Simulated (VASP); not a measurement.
# Sn (P6_3/mmc) in VASP: a series of runs

One crystal, Sn, is run at these levels: PBEsol; tasks: single point.

All numbers are computed with VASP 6.6.1; they aren't measurements. Logs are shortened: lines on timing, memory, paths and dates and some standing lists are left out, and cuts for length are marked.

## (1) The crystal as given

It takes space group P6_3/mmc (No. 194, hexagonal). The conventional cell has a = 3.787 Å, b = 3.787 Å, c = 12.214 Å, α = 90.00°, β = 90.00°, γ = 120.00°. Sn (site symmetry -3m) is surrounded by 12 Sn at 3.76 to 3.79 Å. Around Sn (site symmetry -6m2) lie 12 Sn at 3.76 to 3.79 Å.

The cell was built by a generator and needn't be a form met in nature.

## (2) Single point, PBEsol

Contents of INCAR:

```
PREC = Accurate ; ENCUT = 520
EDIFF = 1E-7 ; ISMEAR = 0
SIGMA = 0.1 ; LREAL = F
LASPH = T ; NELM = 100
ALGO = Fast ; ISIF = 2
LWAVE = F ; LCHARG = F
GGA = PS ; NBANDS = 36
```

Contents of KPOINTS:

```
regular mesh
0
Gamma
  6 6 2
```

Contents of POSCAR:

```
Sn
1.0
    3.7871474704      0.0000000000      0.0000000000
   -1.8935737352      3.2797659173      0.0000000000
    0.0000000000      0.0000000000     12.2142980722
Sn
4
Direct
    0.0000000000      0.0000000000      0.0000000000
    0.0000000000      0.0000000000      0.5000000000
    0.3333333333      0.6666666667      0.7500000000
    0.6666666667      0.3333333333      0.2500000000
```

Potentials or basis: VASP PAW PBE potentials, release 64 (Sn_d).

On the command line:

```
cat potpaw_PBE.64/Sn_d/POTCAR > POTCAR
mpirun -np 1 vasp_std > vasp.out
```

OUTCAR:

```text
PREC = Accurate
   ENCUT = 520
   EDIFF = 1E-7
   ISMEAR = 0
   LREAL = F
   LASPH = T
   NELM = 100
   ISIF = 2
   GGA = PS

 ion  position               nearest neighbor table
   1  0.000  0.000  0.000-   3 3.76   4 3.76   4 3.76   3 3.76   4 3.76   3 3.76
   2  0.000  0.000  0.500-   3 3.76   4 3.76   4 3.76   3 3.76   4 3.76   3 3.76
   3  0.333  0.667  0.750-   1 3.76   2 3.76   1 3.76   2 3.76   1 3.76   2 3.76
   4  0.667  0.333  0.250-   1 3.76   2 3.76   1 3.76   2 3.76   1 3.76   2 3.76

  LATTYP: Found a hexagonal cell.
 ALAT       =     3.7871474704
 C/A-ratio  =     3.2251973729

  Lattice vectors:

 A1 = (   3.7871474704,   0.0000000000,   0.0000000000)
 A2 = (  -1.8935737352,   3.2797659173,   0.0000000000)
 A3 = (   0.0000000000,   0.0000000000,  12.2142980722)

Analysis of symmetry for initial positions (statically):
=====================================================================
 Subroutine PRICEL returns:
 Original cell was already a primitive cell.

 Routine SETGRP: Setting up the symmetry group for a
 hexagonal supercell.

 Subroutine GETGRP returns: Found 24 space group operations
 (whereof 12 operations were pure point group operations)
 out of a pool of 24 trial point group operations.

The static configuration has the point symmetry D_3d.
 The point group associated with its full space group is D_6h.

Analysis of symmetry for dynamics (positions and initial velocities):
=====================================================================
 Subroutine PRICEL returns:
 Original cell was already a primitive cell.

 Routine SETGRP: Setting up the symmetry group for a
 hexagonal supercell.

 Subroutine GETGRP returns: Found 24 space group operations
 (whereof 12 operations were pure point group operations)
 out of a pool of 24 trial point group operations.

The dynamic configuration has the point symmetry D_3d.
 The point group associated with its full space group is D_6h.

 Subroutine INISYM returns: Found 24 space group operations
 (whereof 12 operations are pure point group operations),
 and found     1 'primitive' translations

----------------------------------------------------------------------------------------

                                     Primitive cell

[... 80 lines left out ...]
   LASPH  =      T    aspherical Exc in radial PAW
   ENCUT  =  520.0 eV  38.22 Ry    6.18 a.u.   7.04  7.04 22.71*2*pi/ulx,y,z
   NELM   =    100;   NELMIN=  2; NELMDL= -5     # of ELM steps
   EDIFF  = 0.1E-06   stopping-criterion for ELM
   LREAL  =      F    real-space projection
   EDIFFG = 0.1E-05   stopping-criterion for IOM
   NSW    =      0    number of steps for IOM
   IBRION =     -1    ionic relax: 0-MD 1-quasi-New 2-CG
   NFREE  =      0    steps in history (QN), initial steepest desc. (CG)
   ISIF   =      2    stress and relaxation
   ISYM   =      2    0-nonsym 1-usesym 2-fastsym
   POTIM  = 0.5000    time-step for ionic-motion
   TEBEG  =    0.0;   TEEND  =   0.0 temperature during run
   PSTRESS=    0.0 pullay stress
   NELECT =      56.0000    total number of electrons
   NUPDOWN=      -1.0000    fix difference up-down
   EMIN   =  10.00;   EMAX   =-10.00  energy-range for DOS
   EFERMI =   0.00;   METHOD = LEGACY
   ISMEAR =     0;   SIGMA  =   0.10  broadening in eV -4-tet -1-fermi 0-gaus
   EFERMI_NEDOS =   21; number of points for ismear=-14 and -15
   IALGO  =     68    algorithm
   IMIX   =      4    mixing-type and parameters
     AMIX     =   0.40;   BMIX     =  1.00
     AMIX_MAG =   1.60;   BMIX_MAG =  1.00
  volume/ion in A,a.u.               =      37.93       255.95
  Fermi-wavevector in a.u.,A,eV,Ry     =   1.174347  2.219193 18.763659  1.379090
  Thomas-Fermi vector in A             =   2.310745
   LORBIT       =      0    0 simple, 1 ext, 2 COOP (PROOUT), +10 PAW based schemes
   GGA     = PS    functional components
   LHFCALC =     F    Hartree Fock is set to
   AEXX    =    0.0000 exact exchange contribution
   IVDW    =     0    specifies the selected vdW correction
   LEPSILON=     F    determine dielectric tensor
   LRPA    =     F    only Hartree local field effects (RPA)
 non-spin polarized calculation
 RMM-DIIS sequential band-by-band and
 Gauss-broadening in eV      SIGMA  =   0.10
  energy-cutoff  :      520.00
  volume of cell :      151.71
 maximum number of plane-waves:      4101
   NGX = 15   NGY = 15   NGZ = 45

 number of electron      56.0000014 magnetization

 Free energy of the ion-electron system (eV)
  ---------------------------------------------------
  ext. energy  EPLUGINS =         0.00000000
  ---------------------------------------------------
  free energy    TOTEN  =       -15.09433477 eV

  energy without entropy =      -15.06180408  energy(sigma->0) =      -15.07806942

 E-fermi :   4.6996     XC(G=0):  -9.0342

 val. band max:        4.6795961378   @ k =   0.3333   0.1667   0.5000
 cond. band min:       4.7376959404   @ k =   0.3333   0.1667   0.0000
 fundamental gap:      0.0580998025
 Fermi energy:         4.6995849508

 k-point     1 :       0.0000    0.0000    0.0000
  band No.  band energies     occupation
      1     -16.9227      2.00000
      2     -16.9227      2.00000
      3     -16.9207      2.00000
      4     -16.9207      2.00000
      5     -16.9166      2.00000
      6     -16.9163      2.00000
[... 535 lines left out ...]
     35       7.0048      0.00000
     36       7.0048      0.00000

------------------------ aborting loop because EDIFF is reached ----------------------------------------

  FORCE on cell =-STRESS in cart. coord.  units (eV):
  Direction    XX          YY          ZZ          XY          YZ          ZX
  --------------------------------------------------------------------------------------
  -------------------------------------------------------------------------------------
  Total       -7.5883539     -7.5883539     -9.3571739      0.0000000      0.0000000      0.0000000
  in kB      -80.1372773    -80.1372773    -98.8170086      0.0000000      0.0000000      0.0000000
  external PRESSURE =     -86.3638544 kB  Pullay stress =       0.0000000 kB

 VOLUME and BASIS-vectors are now :
 -----------------------------------------------------------------------------
  energy-cutoff  :      520.00
  volume of cell :      151.71
      direct lattice vectors                 reciprocal lattice vectors
     3.787147470  0.000000000  0.000000000     0.264050980  0.152449904  0.000000000
    -1.893573735  3.279765917  0.000000000     0.000000000  0.304899808  0.000000000
     0.000000000  0.000000000 12.214298072     0.000000000  0.000000000  0.081871262

 POSITION                                       TOTAL-FORCE (eV/Angst)
 -----------------------------------------------------------------------------------
      0.00000      0.00000      0.00000        -0.000000      0.000000     -0.000000
      0.00000      0.00000      6.10715        -0.000000      0.000000     -0.000000
     -0.00000      2.18651      9.16072        -0.000000     -0.000000      0.000000
      1.89357      1.09326      3.05357         0.000000      0.000000      0.000000
 -----------------------------------------------------------------------------------
    total drift:                                0.000000      0.000000      0.000000

  FREE ENERGIE OF THE ION-ELECTRON SYSTEM (eV)
  ---------------------------------------------------
  free  energy   TOTEN  =       -15.0943347656 eV

  energy  without entropy=      -15.0618040783  energy(sigma->0) =      -15.07806942
```

Wall time 94 s (1 thread of Intel Xeon Platinum 8559C (Emerald Rapids), shared host); peak memory 0.27 GiB.

What came out:

- Free energy: -15.0943 eV
- Pressure: -8.6 GPa
- Band gap on the k mesh: none (metal or under the smearing width)

Caveat: the PAW data sets were made with another functional, which shifts forces and pressure a little.

## (3) Single point, PBEsol

This run uses another cell than the first one, of 26.50 Å³/atom, 0.699 times its volume.

Contents of INCAR:

```
  PREC = Accurate
  ENCUT = 520
  EDIFF = 1E-7
  ISMEAR = 0
  SIGMA = 0.1
  LREAL = False
  LASPH = True
  NELM = 100
  ALGO = Fast
  ISIF = 2
  LWAVE = False
  LCHARG = False
  GGA = PS
  NBANDS = 36
```

KPOINTS is that of step 2.

Contents of POSCAR:

```
Sn
1.0
    3.4032004839      0.0000000000      0.0000000000
   -1.7016002420      2.9472580733      0.0000000000
    0.0000000000      0.0000000000     10.5692724439
Sn
4
Direct
    0.0000000000      0.0000000000      0.0000000000
    0.0000000000      0.0000000000      0.5000000000
    0.3333333333      0.6666666667      0.7500000000
    0.6666666667      0.3333333333      0.2500000000
```

Potentials or basis: VASP PAW PBE potentials, release 64 (Sn_d).

On the command line:

```
cat potpaw_PBE.64/Sn_d/POTCAR > POTCAR
mpirun -np 1 vasp_std > vasp.out
```

Run time: 72 s. Hardware: 1 thread of Intel Xeon Platinum 8559C (Emerald Rapids), shared host; peak memory 0.24 GiB.

Results (log left out):

| Quantity | Value |
| --- | --- |
| Free energy | -16.8618 eV |
| Pressure | -0.4 GPa |
| Band gap on the k mesh | none (metal or under the smearing width) |

Levels at points of the mesh, in eV from the Fermi level:
```csv
k point,band 25,band 26,band 27,band 28,band 29,band 30,band 31,band 32
"(0.00, 0.00, 0.00)",-4.63,1.73,1.74,5.28,5.28,6.13,6.13,6.27
"(0.50, 0.00, 0.00)",-4.57,-4.28,-1.72,-1.33,-0.36,0.51,1.66,3.18
"(0.00, 0.00, 0.50)",-2.09,-2.09,5.53,5.53,5.53,5.53,5.99,5.99
"(0.50, 0.00, 0.50)",-3.49,-3.49,-2.96,-2.96,1.72,1.72,2.06,2.06
```

Caveat: the PAW data sets were made with another functional, which shifts forces and pressure a little.
